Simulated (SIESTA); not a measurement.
**ZrN under changes of volume**

One of the cells (12.167 Å³/atom); the others are scaled copies at fixed shape and fractional positions:

```
CELL_PARAMETERS angstrom
0.00000 2.30000 2.30000
2.30000 0.00000 2.30000
2.30000 2.30000 0.00000
ATOMIC_POSITIONS crystal
Zr 0.50000 0.50000 0.50000
N 0.00000 0.00000 0.00000
```

| Property | Result |
| --- | --- |
| Program | SIESTA 5.4.2 |
| Functional | LDA |
| Potentials or basis | PseudoDojo 0.4 standard (LDA files) |
| Basis | DZP (energy shift 0.003 Ry; two zetas on semicore shells) |
| Grid cutoff | 800 Ry |
| Energy shift | 0.003 Ry |
| k mesh | 10 × 10 × 10 |
| Occupations | fermi-dirac, width 0.05 eV |
| Spin | no spin polarisation |

| volume (Å³/atom) | energy over the lowest point (meV/atom) | pressure (GPa) |
| --- | --- | --- |
| 11.437 | 7.79 | 8.4 |
| 11.680 | 0.00 | 2.1 |
| 11.924 | 1.37 | -3.6 |
| 12.167 | 10.93 | -8.8 |
| 12.410 | 27.84 | -13.3 |
| 12.654 | ? | ? |
| 12.897 | 80.46 | -21.0 |

Q: What does the run at 12.654 Å³/atom give?

A: Energy over the lowest point 51.16 meV/atom; pressure -17.3 GPa.

Worked out: A Birch-Murnaghan fit of order 3 (a polynomial in V^(-2/3)) to the other rows has its minimum at 11.76 Å³/atom with B0 = V·E''(V) = 281 GPa and B' = 4.6. It gives 51.29 meV/atom at 12.654 Å³/atom, against the run's 51.16, and -dE/dV = -17.4 GPa, against -17.3.

Energies are extrapolated to zero smearing.

Caveats: the basis of atomic orbitals isn't converged, which shifts pressures, moduli and gaps.
